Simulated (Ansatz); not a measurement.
An Ansatz input:

```yaml
crystal:
  lattice:
    - [0.0, 2.5157679762, 2.5157679762]
    - [2.5157679762, 0.0, 2.5157679762]
    - [2.5157679762, 2.5157679762, 0.0]
  atoms:
    - { symbol: Tl, position: [0.0, 0.0, 0.0] }
hamiltonian:
  xc: pbesol
  pseudopotentials:
    kind: paw
    azcp:
      Tl: "pseudopotentials/Tl.paw.azcp"
basis:
  ecutwfc: 420
  fft_grid_basis: typed
kpoints:
  mp_grid: { grid: [13, 13, 13], shift: [0, 0, 0] }
magnetization:
  spin_polarized: false
scf:
  occupations: { method: fermi_dirac, width: 0.1 }
  lower_state_search: "off"
output:
  stress: true
```

and its output:

```
Warning: the record states the generating functional pbe (its physics header spells it `PBE`), which answers neither for hamiltonian.xc's functional nor for the pbesol family's — results may be inconsistent (PPs are generated against a specific XC)
Engine: ansatz 0.2.0, x86_64-unknown-linux-gnu
Pseudopotentials: kind: paw
Pseudopotential: Tl, paw, valence charge 13, recommended cutoff 420 eV (normal) 
Functional definition: PBEsol
  exchange = pbesol_x
  correlation = pbesol_c
Crystal: 1 atoms, lattice volume = 31.845 Å³
Basis set: ecut = 420 eV, 609 PW (Γ)
Bands: 11, of which v1, the nominal top of the filled ones, is band 7 counted from 1 (6 counted from 0)
Symmetry: 48 space group operations
Space group: Fm-3m (ITA 225), of the structure as read, at distance tolerance 3.2e-5 Å
k-points: 84 of 2197
Non-local potential: Tl, projectors of the file, l = 0: 2, l = 1: 2, l = 2: 2, l = 3: 1
PAW form: soft (Blöchl's): semilocal exchange-correlation on the pseudo side does not see the compensation charge
PAW frozen core: Tl, regenerated for the run's functional, and the local potential with it (the file was generated under x = pbe(κ = 0.804, μ = 0.2195149727645171), c = pbe(β = 0.06672455060314922))
PAW one-centre angular grid: Tl, 590 points (default); XC on 64 Gauss nodes
Initial density: superposition of atomic densities (neutral atoms: chi_scale 0, normalization atom), corrected by the library's trained network
Initial wavefunctions: pseudopotential atomic-orbital guess
Functional: x = pbesol(κ = 0.804, μ = 0.12345679012345678), c = pbesol(β = 0.046)
SCF iter   1: F=—  HF=-11295.634858 eV  |F-HF|=—  |Δ(HF+E_count)|=         —  Δρ=2.48e-3  dr2=2.22e-3  ethr=1.77e-3  ⟨swp⟩=5.4  Hψ=5810  notcnv=0
SCF iter   2: F=—  HF=-11295.633472 eV  |F-HF|=—  |Δ(HF+E_count)|=   1.39e-3  Δρ=1.10e-3  dr2=5.54e-4  ethr=1.71e-5  ⟨swp⟩=2.5  Hψ=2108  notcnv=0
SCF iter   3: F=—  HF=-11295.633281 eV  |F-HF|=—  |Δ(HF+E_count)|=   1.90e-4  Δρ=2.19e-4  dr2=1.22e-5  ethr=4.26e-6  ⟨swp⟩=2.1  Hψ=1435  notcnv=0
SCF iter   4: F=—  HF=-11295.633277 eV  |F-HF|=—  |Δ(HF+E_count)|=   4.09e-6  Δρ=6.90e-5  dr2=1.12e-6  ethr=9.35e-8  ⟨swp⟩=2.0  Hψ=1404  notcnv=0
iter 5 did not close the SCF: its close was put off for the readings that it lacked (scf_convergence_deferred on its scf_iter line)
SCF iter   5: F=-11295.633278 eV  HF=-11295.633278 eV  |F-HF|=1.37e-8  |Δ(HF+E_count)|=   3.22e-7  Δρ=1.62e-5  dr2=5.38e-8  ethr=8.58e-9  ⟨swp⟩=1.0  Hψ=906  notcnv=0
SCF iter   6: F=-11295.633278 eV  HF=-11295.633278 eV  |F-HF|=6.37e-11  |Δ(HF+E_count)|=   4.85e-9  Δρ=9.97e-7  dr2=2.28e-10  ethr=4.14e-10  ⟨swp⟩=2.1  Hψ=3227  notcnv=0
SCF 1 converged in 6 iterations: F = -11295.633278 eV  dr2 = 2.28e-10
SCF converged after 6 iterations
Free energy (F): -11295.633278 eV
Harris-Foulkes:  -11295.633278 eV  (|F-HF|=6.37e-11)
Internal energy: -11295.613573 eV  (E = F + TS)
E sigma→0 (E₀):  -11295.623425 eV
Entropy (-TS):   -0.019704 eV (-19.704 meV/atom)
Fermi energy:    8.726612 eV
--- Per-component energies (eV) ---
  E_band       = -11.394849
  E_kinetic    = 332.640054
  E_local      = -937.891735  (includes V_loc(G=0)·N_el)
  E_nonlocal   = 319.147540
  E_hartree    = 344.853088
  E_xc         = -228.268454
  E_vxc        = -141.506188  (∫ρ·V_xc dr)
  E_paw        = -10017.380907  (= ΣΔE_a)
  E_vpaw       = -273.490903  (= ΣTr[D̂ρ^β])
  E_aug_tail   = 0.000033  (compensation charges beyond the density's cutoff)
  E_ewald      = -1108.751458
  E_core_change = 0.038265  (= ΣΔE_core)
  E_smearing   = -0.019704  (= −TS)
  E_closure    = -0.000000  (closes the sum)
  Σ components = -11295.633278   (vs F -11295.633278, Δ=0.00e0)
--- Stress (GPa, compression-positive) ---
       -3.093102       0.000000       0.000000
        0.000000      -3.093102      -0.000000
        0.000000      -0.000000      -3.093102
  P = ⅓ Tr σ = -3.0931 GPa (-30.931 kbar)
```
